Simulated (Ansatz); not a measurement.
## The equilibrium volume of CuO, sorted by core time

Symmetry: Cccm, No. 66, orthorhombic system. Conventional cell: a = 3.982 Å, b = 4.307 Å, c = 5.156 Å, α = 90.00°, β = 90.00°, γ = 90.00°. Cu (site symmetry 2/m) has 4 O at 1.95 Å as nearest neighbours. O (site symmetry 222) has 4 Cu at 1.95 Å as nearest neighbours.

Measurements of this composition are mostly on another form, of space group No. 15.

| rung | level | program and potentials | cutoff (eV) | k mesh | smearing | core time | chip | equilibrium volume (Å³/atom) | notes |
| --- | --- | --- | --- | --- | --- | --- | --- | --- | --- |
| GGA + dispersion | BLYP+D3(BJ) | Ansatz, Ansatz PAW | 420 | 9 × 9 × 5 | fermi-dirac 0.05 | 48 s | Arm Neoverse V2 | 10.98 | potentials made for PBE, which Ansatz adapts in part |
| GGA + dispersion | PBEsol+D3(BJ) | Ansatz, Ansatz PAW | 420 | 9 × 9 × 5 | fermi-dirac 0.05 | 59 s | Arm Neoverse V1 | 10.43 | potentials made for PBE, which Ansatz adapts in part |
| LDA + U (4.5 eV) | LDA+U (Cu d U = 4.5 eV, fll (the default)) | Ansatz, Ansatz PAW | 420 | 9 × 9 × 5 | fermi-dirac 0.05 | 60 s | Arm Neoverse V2 | 10.40 | potentials made for PBE, which Ansatz adapts in part |
| meta-GGA + U (5.3 eV) | r2SCAN+U (Cu d U = 5.3 eV, fll (the default)) | Ansatz, Ansatz PAW | 500 | 9 × 9 × 5 | fermi-dirac 0.05 | 1.9 min | Arm Neoverse V1 | 10.90 | potentials made for PBE, which Ansatz adapts in part |
| LDA | LDA | Ansatz, Ansatz PAW | 420 | 9 × 9 × 5 | fermi-dirac 0.05 | 2 min | Intel Xeon Skylake/Cascade Lake | 10.27 | potentials made for PBE, which Ansatz adapts in part |
| GGA | PBEsol | Ansatz, Ansatz PAW | 420 | 9 × 9 × 5 | fermi-dirac 0.05 | 2.1 min | Intel Xeon Skylake/Cascade Lake | 10.67 | potentials made for PBE, which Ansatz adapts in part |
| GGA | BLYP | Ansatz, Ansatz PAW | 420 | 9 × 9 × 5 | fermi-dirac 0.05 | 2.4 min | Intel Xeon Skylake/Cascade Lake | 11.65 | potentials made for PBE, which Ansatz adapts in part |
| meta-GGA | r2SCAN | Ansatz, Ansatz PAW | 500 | 9 × 9 × 5 | fermi-dirac 0.05 | 3.1 min | Intel Xeon Skylake/Cascade Lake | 10.73 | potentials made for PBE, which Ansatz adapts in part |

Times are single runs on shared hosts and different chips, so they are rough; meshes, cutoffs and the tasks' sizes weigh on the time. Task: relaxation of cell and atoms. All rows: no spin polarisation. Smearing widths are in eV. For a metal such meshes aren't converged. Meshes are those of the run's cell of 4 atoms unless a note names another. Relaxations start from the cell shown or near it and stop with a little pressure left. Runs on faulty files, with rough fits or with known faults for this quantity aren't shown. PBE isn't shown for this crystal. No row holds spin-orbit coupling.

By rung: LDA + U (4.5 eV) 10.40; LDA 10.27; GGA + dispersion 10.43 to 10.98; GGA 10.67 to 11.65; meta-GGA + U (5.3 eV) 10.90; meta-GGA 10.73 (Å³/atom).
